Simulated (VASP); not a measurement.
# Ge (Fd-3m) in VASP: notebook

Aim: see how the results for Ge move with the level of theory and the settings. Levels: r2SCAN, PBEsol. Tasks: phonons.

All numbers are computed with VASP 6.6.1; they aren't measurements. Logs are shortened: lines on timing, memory, paths and dates and some standing lists are left out, and cuts for length are marked.

### 1 The structure

Symmetry: Fd-3m, No. 227, cubic system. The conventional cell has a = 5.658 Å, b = 5.658 Å, c = 5.658 Å, α = 90.00°, β = 90.00°, γ = 90.00°. Around Ge (site symmetry -43m) lie 4 Ge at 2.45 Å.

The cell was built by a generator and needn't be a form met in nature.

### 2 Phonons, r2SCAN

Input file POSCAR:

```
Ge
1.0
    0.0000000000      2.8290000000      2.8290000000
    2.8290000000      0.0000000000      2.8290000000
    2.8290000000      2.8290000000      0.0000000000
Ge
2
Direct
    0.0000000000      0.0000000000      0.0000000000
    0.2500000000      0.2500000000      0.2500000000
```

Input file INCAR.step1:

```
SYSTEM = Ge
  PREC = Accurate
  ENCUT = 600
  EDIFF = 1E-8
  ISMEAR = -1
  SIGMA = 0.03
  LREAL = .False.
  LASPH = .True.
  NELM = 60
  ALGO = Normal
  ISIF = 3
  LWAVE = .False.
  LCHARG = .False.
  METAGGA = R2SCAN
  LMIXTAU = .True.
  NELECT = 27.81208
  IBRION = 2
  NSW = 40
  EDIFFG = -0.002
```

Input file INCAR.step2:

```
SYSTEM = Ge
  PREC = Accurate
  ENCUT = 600
  EDIFF = 1E-8
  ISMEAR = -1
  SIGMA = 0.03
  LREAL = .False.
  LASPH = .True.
  NELM = 60
  ALGO = Normal
  ISIF = 2
  LWAVE = .False.
  LCHARG = .False.
  METAGGA = R2SCAN
  LMIXTAU = .True.
  NELECT = 27.81208
  IBRION = 6
  NFREE = 2
  POTIM = 0.015
  NSW = 1
```

Input file KPOINTS:

```
regular mesh
0
Gamma
  14 14 14
  0 0 0
```

Potentials or basis: VASP PAW PBE potentials, release 64 (Ge_d).

Command:

```
cat potpaw_PBE.64/Ge_d/POTCAR > POTCAR
cp INCAR.step1 INCAR
mpirun -np 1 vasp_std > vasp.out
cp CONTCAR POSCAR
cp INCAR.step2 INCAR
mpirun -np 1 vasp_std > vasp.out
```

OUTCAR:

```text
SYSTEM = Ge
   PREC = Accurate
   ENCUT = 600
   EDIFF = 1E-8
   ISMEAR = -1
   LREAL = .False.
   LASPH = .True.
   NELM = 60
   ISIF = 2
   METAGGA = R2SCAN
   NELECT = 27.81208
   IBRION = 6
   NFREE = 2
   POTIM = 0.015
   NSW = 1

 ion  position               nearest neighbor table
   1  0.000  0.000  0.000-   2 2.39   2 2.39   2 2.39   2 2.39
   2  0.250  0.250  0.250-   1 2.39   1 2.39   1 2.39   1 2.39

  LATTYP: Found a face centered cubic cell.
 ALAT       =     5.5242634847

  Lattice vectors:

 A1 = (   0.0000000000,   2.7621317423,   2.7621317423)
 A2 = (   2.7621317423,   0.0000000000,   2.7621317423)
 A3 = (   2.7621317423,   2.7621317423,   0.0000000000)

Analysis of symmetry for initial positions (statically):
=====================================================================
 Subroutine PRICEL returns:
 Original cell was already a primitive cell.

 Routine SETGRP: Setting up the symmetry group for a
 face centered cubic supercell.

 Subroutine GETGRP returns: Found 48 space group operations
 (whereof 24 operations were pure point group operations)
 out of a pool of 48 trial point group operations.

The static configuration has the point symmetry T_d .
 The point group associated with its full space group is O_h .

Analysis of symmetry for dynamics (positions and initial velocities):
=====================================================================
 Subroutine PRICEL returns:
 Original cell was already a primitive cell.

 Routine SETGRP: Setting up the symmetry group for a
 face centered cubic supercell.

 Subroutine GETGRP returns: Found 48 space group operations
 (whereof 24 operations were pure point group operations)
 out of a pool of 48 trial point group operations.

The dynamic configuration has the point symmetry T_d .
 The point group associated with its full space group is O_h .

 Subroutine INISYM returns: Found 48 space group operations
 (whereof 24 operations are pure point group operations),
 and found     1 'primitive' translations

----------------------------------------------------------------------------------------

                                     Primitive cell

  volume of cell :      42.1467

  direct lattice vectors                    reciprocal lattice vectors
     0.000000000  2.762131742  2.762131742    -0.181019606  0.181019606  0.181019606
     2.762131742  0.000000000  2.762131742     0.181019606 -0.181019606  0.181019606
     2.762131742  2.762131742  0.000000000     0.181019606  0.181019606 -0.181019606

  length of vectors
     3.906244171  3.906244171  3.906244171     0.313535155  0.313535155  0.313535155

  position of ions in fractional coordinates (direct lattice)
     0.000000000  0.000000000  0.000000000
     0.250000000  0.250000000  0.250000000

  ion indices of the primitive-cell ions
   primitive index   ion index
                 1           1
                 2           2

----------------------------------------------------------------------------------------

 KPOINTS: regular mesh

Automatic generation of k-mesh.
 Grid dimensions read from file:
 generate k-points for:   14   14   14

 Generating k-lattice:

  Cartesian coordinates                     Fractional coordinates (reciprocal lattice)
    -0.012929972  0.012929972  0.012929972     0.071428571  0.000000000  0.000000000
     0.012929972 -0.012929972  0.012929972     0.000000000  0.071428571  0.000000000
     0.012929972  0.012929972 -0.012929972     0.000000000  0.000000000  0.071428571

  Length of vectors
     0.022395368  0.022395368  0.022395368

  Shift w.r.t. Gamma in fractional coordinates (k-lattice)
     0.000000000  0.000000000  0.000000000

 Subroutine IBZKPT returns following result:
 ===========================================

 Found    104 irreducible k-points:

 Following reciprocal coordinates:
            Coordinates               Weight
  0.000000  0.000000  0.000000      1.000000
  0.071429  0.000000  0.000000      8.000000
  0.142857  0.000000  0.000000      8.000000
  0.214286  0.000000  0.000000      8.000000
  0.285714  0.000000  0.000000      8.000000
  0.357143  0.000000  0.000000      8.000000
[... 16 lines left out ...]
  0.214286  0.142857  0.000000     24.000000
  0.285714  0.142857  0.000000     24.000000
 [... further k-points ...]
   k-points           NKPTS =    104   k-points in BZ     NKDIM =    104   number of bands    NBANDS=     18
   number of dos      NEDOS =    301   number of ions     NIONS =      2
   total plane-waves  NPLWV =  32768
   dimension x,y,z NGX =    32 NGY =   32 NGZ =   32
   dimension x,y,z NGXF=    64 NGYF=   64 NGZF=   64
   ions per type =               2
   NGX,Y,Z   is equivalent  to a cutoff of  13.62, 13.62, 13.62 a.u.
   NGXF,Y,Z  is equivalent  to a cutoff of  27.24, 27.24, 27.24 a.u.
 SYSTEM =  Ge
   PREC   = accura    normal or accurate (medium, high low for compatibility)
   ISTART =      0    job   : 0-new  1-cont  2-samecut
   ICHARG =      2    charge: 1-file 2-atom 10-const
   ISPIN  =      1    spin polarized calculation?
   LNONCOLLINEAR =      F non collinear calculations
   LSORBIT =      F    spin-orbit coupling
   LASPH  =      T    aspherical Exc in radial PAW
   ENCUT  =  600.0 eV  44.10 Ry    6.64 a.u.   7.80  7.80  7.80*2*pi/ulx,y,z
   NELM   =     60;   NELMIN=  2; NELMDL=  0     # of ELM steps
   EDIFF  = 0.1E-07   stopping-criterion for ELM
   LREAL  =      F    real-space projection
   EDIFFG = 0.1E-06   stopping-criterion for IOM
   NSW    =     61    number of steps for IOM
   IBRION =      6    ionic relax: 0-MD 1-quasi-New 2-CG
   NFREE  =      2    steps in history (QN), initial steepest desc. (CG)
   ISIF   =      2    stress and relaxation
   ISYM   =      2    0-nonsym 1-usesym 2-fastsym
   POTIM  = 0.0150    time-step for ionic-motion
   TEBEG  =    0.0;   TEEND  =   0.0 temperature during run
   PSTRESS=    0.0 pullay stress
   NELECT =      27.8121    total number of electrons
   NUPDOWN=      -1.0000    fix difference up-down
   EMIN   =  10.00;   EMAX   =-10.00  energy-range for DOS
   EFERMI =   0.00;   METHOD = LEGACY
   ISMEAR =    -1;   SIGMA  =   0.03  broadening in eV -4-tet -1-fermi 0-gaus
   EFERMI_NEDOS =   21; number of points for ismear=-14 and -15
   IALGO  =     38    algorithm
   IMIX   =      4    mixing-type and parameters
     AMIX     =   0.40;   BMIX     =  1.00
     AMIX_MAG =   1.60;   BMIX_MAG =  1.00
  volume/ion in A,a.u.               =      21.07       142.21
  Fermi-wavevector in a.u.,A,eV,Ry     =   1.425274  2.693377 27.638944  2.031405
  Thomas-Fermi vector in A             =   2.545675
   LORBIT       =      0    0 simple, 1 ext, 2 COOP (PROOUT), +10 PAW based schemes
   METAGGA = R2SCAN    functional components
   LHFCALC =     F    Hartree Fock is set to
   AEXX    =    0.0000 exact exchange contribution
   IVDW    =     0    specifies the selected vdW correction
   LEPSILON=     F    determine dielectric tensor
   LRPA    =     F    only Hartree local field effects (RPA)
 finite differences with symmetry
 non-spin polarized calculation
  energy-cutoff  :      600.00
  volume of cell :       42.15
 maximum number of plane-waves:      1423
   NGX = 15   NGY = 15   NGZ = 15

--------------------------------------- Ionic step        1  -------------------------------------------

 number of electron      27.8120789 magnetization

 Free energy of the ion-electron system (eV)
  ---------------------------------------------------
  ext. energy  EPLUGINS =         0.00000000
  ---------------------------------------------------
  free energy    TOTEN  =       -28.59072592 eV

  energy without entropy =      -28.58948765  energy(sigma->0) =      -28.59010678

------------------------ aborting loop because EDIFF is reached ----------------------------------------

  FORCE on cell =-STRESS in cart. coord.  units (eV):
  Direction    XX          YY          ZZ          XY          YZ          ZX
  --------------------------------------------------------------------------------------
  -------------------------------------------------------------------------------------
  Total        0.0051884      0.0051884      0.0051884      0.0000000      0.0000000      0.0000000
  in kB        0.1972320      0.1972320      0.1972320      0.0000000      0.0000000      0.0000000
  external PRESSURE =       0.1972320 kB  Pullay stress =       0.0000000 kB
[... 57 lines left out ...]
  energy  without entropy=      -28.5883748089  energy(sigma->0) =      -28.58895407

--------------------------------------- Ionic step        3  -------------------------------------------

 number of electron      27.8120792 magnetization

 Free energy of the ion-electron system (eV)
  ---------------------------------------------------
  ext. energy  EPLUGINS =         0.00000000
  ---------------------------------------------------
  free energy    TOTEN  =       -28.58952945 eV

  energy without entropy =      -28.58837086  energy(sigma->0) =      -28.58895015

 E-fermi :   4.5440     XC(G=0): -11.1299

 val. band max:        4.5324393087   @ k =  -0.3571  -0.1429  -0.1429
 cond. band min:       4.5499435726   @ k =   0.0714   0.2143  -0.0714
 fundamental gap:      0.0175042639
 Fermi energy:         4.5439670333

 k-point     1 :       0.0000    0.0000    0.0000
  band No.  band energies     occupation
      1     -20.1938      2.00000
      2     -20.1909      2.00000
      3     -20.1874      2.00000
      4     -20.1441      2.00000
      5     -20.1439      2.00000
      6     -19.8877      2.00000
[... 10 lines left out ...]
     17       8.3009      0.00000
     18       8.3601      0.00000
[... 466 lines left out ...]
      2     -20.2097      2.00000
      3     -20.1804      2.00000
      4     -20.1083      2.00000
      5     -20.0791      2.00000
      6     -19.9625      2.00000
[... 10 lines left out ...]
     17      10.9246      0.00000
     18      10.9747      0.00000

 [... further k-points ...]
[... 5 lines left out ...]
  --------------------------------------------------------------------------------------
  -------------------------------------------------------------------------------------
  Total        0.0098874      0.0056667      0.0056667      0.0000000     -0.1821973      0.0000000
  in kB        0.3758644      0.2154152      0.2154152      0.0000000     -6.9261103      0.0000000
  external PRESSURE =       0.2688983 kB  Pullay stress =       0.0000000 kB
[... 17 lines left out ...]
  FREE ENERGIE OF THE ION-ELECTRON SYSTEM (eV)
  ---------------------------------------------------
  free  energy   TOTEN  =       -28.5895294456 eV

  energy  without entropy=      -28.5883708631  energy(sigma->0) =      -28.58895015

 INTERNAL STRAIN TENSORS FROM DISPLACED ATOMS
 ============================================

 INTERNAL STRAIN TENSOR FOR ION    1 for displacements in x,y,z  (eV/Angst):
          X           Y           Z          XY          YZ          ZX
  --------------------------------------------------------------------------------
  x    -0.00000     0.00000     0.00000     0.00000    12.12393     0.00000
  y     0.00000     0.00000     0.00000     0.00000     0.00000    12.12393
  z     0.00000     0.00000    -0.00000    12.12393     0.00000     0.00000

 INTERNAL STRAIN TENSOR FOR ION    2 for displacements in x,y,z  (eV/Angst):
          X           Y           Z          XY          YZ          ZX
  --------------------------------------------------------------------------------
  x     0.00000     0.00000     0.00000     0.00000   -12.12393     0.00000
  y     0.00000    -0.00000     0.00000     0.00000     0.00000   -12.12393
  z     0.00000     0.00000     0.00000   -12.12393     0.00000     0.00000

 Eigenvectors and eigenvalues of the dynamical matrix
 ----------------------------------------------------

   1 f  =    8.438845 THz    53.022828 2PiTHz  281.489574 cm-1    34.900243 meV
             X         Y         Z           dx          dy          dz
      0.000000  0.000000  0.000000     0.000000   -0.707107    0.000000
      1.381066  1.381066  1.381066     0.000000    0.707107    0.000000

   2 f  =    8.438845 THz    53.022828 2PiTHz  281.489574 cm-1    34.900243 meV
             X         Y         Z           dx          dy          dz
      0.000000  0.000000  0.000000    -0.707107    0.000000    0.000000
      1.381066  1.381066  1.381066     0.707107    0.000000    0.000000
[... 11 lines left out ...]
   5 f  =    0.000000 THz     0.000000 2PiTHz    0.000000 cm-1     0.000000 meV
             X         Y         Z           dx          dy          dz
      0.000000  0.000000  0.000000     0.000000    0.707107    0.000000
      1.381066  1.381066  1.381066     0.000000    0.707107    0.000000

   6 f  =    0.000000 THz     0.000000 2PiTHz    0.000000 cm-1     0.000000 meV
             X         Y         Z           dx          dy          dz
      0.000000  0.000000  0.000000     0.000000    0.000000    0.707107
      1.381066  1.381066  1.381066     0.000000    0.000000    0.707107

 ELASTIC MODULI CONTR FROM IONIC RELAXATION (kBar)
 Direction    XX          YY          ZZ          XY          YZ          ZX
 --------------------------------------------------------------------------------
 XX          -0.0000      0.0000      0.0000      0.0000      0.0000      0.0000
 YY           0.0000     -0.0000     -0.0000      0.0000      0.0000     -0.0000
 ZZ           0.0000     -0.0000     -0.0000      0.0000      0.0000     -0.0000
 XY           0.0000      0.0000      0.0000   -528.2056      0.0000      0.0000
 YZ           0.0000      0.0000      0.0000      0.0000   -528.2056      0.0000
 ZX           0.0000     -0.0000     -0.0000      0.0000      0.0000   -528.2056
 --------------------------------------------------------------------------------
```

Wall time 31 min (1 thread of Intel Xeon 6975P-C (Granite Rapids), shared host); peak memory 0.61 GiB.

Results:

* Relaxed volume: 21.07 Å³/atom
* Relaxed cell: a = 3.906 Å, b = 3.906 Å, c = 3.906 Å, α = 60.00°, β = 60.00°, γ = 60.00°
* Space group after relaxing (to 0.05 Å): Fd-3m (No. 227)
* Highest phonon frequency at Γ: 281 cm⁻¹

Step by step:
```csv
step,energy change (eV),largest force (eV/Å),pressure (GPa),volume (Å³)
1,0.0000,0.0000,-5.33,45.28
2,-0.0381,0.0000,3.77,40.52
3,-0.0563,0.0000,0.02,42.14
4,-0.0563,0.0000,-0.11,42.20
5,-0.0563,0.0000,-0.11,42.20
6,-0.0563,0.0000,-0.10,42.19
7,-0.0563,0.0000,-0.10,42.19
8,-0.0563,0.0000,-0.09,42.19
9,-0.0563,0.0000,-0.09,42.19
10,-0.0563,0.0000,-0.11,42.19
11,-0.0563,0.0000,-0.09,42.19
12,-0.0563,0.0000,-0.09,42.19
13,-0.0563,0.0000,-0.07,42.18
14,-0.0563,0.0000,-0.05,42.17
15,-0.0563,0.0000,-0.01,42.15
```

Final structure:
```yaml
crystal:
  lattice:
    - [0.00000, 2.76213, 2.76213]
    - [2.76213, 0.00000, 2.76213]
    - [2.76213, 2.76213, 0.00000]
  atoms:
    - { symbol: Ge, position: [0.00000, 0.00000, 0.00000] }
    - { symbol: Ge, position: [0.25000, 0.25000, 0.25000] }
```

Phonon frequencies in cm⁻¹ (negative: imaginary):
| q point | frequencies |
| --- | --- |
| (0.000, 0.000, 0.000) | 0 0 0 281 281 281 |

Caveat: the cell is charged against a uniform background, so pressure and absolute levels hang on convention; the PAW data sets were made with another functional, which shifts forces and pressure a little.

(Part 1 of 3 ends here.)
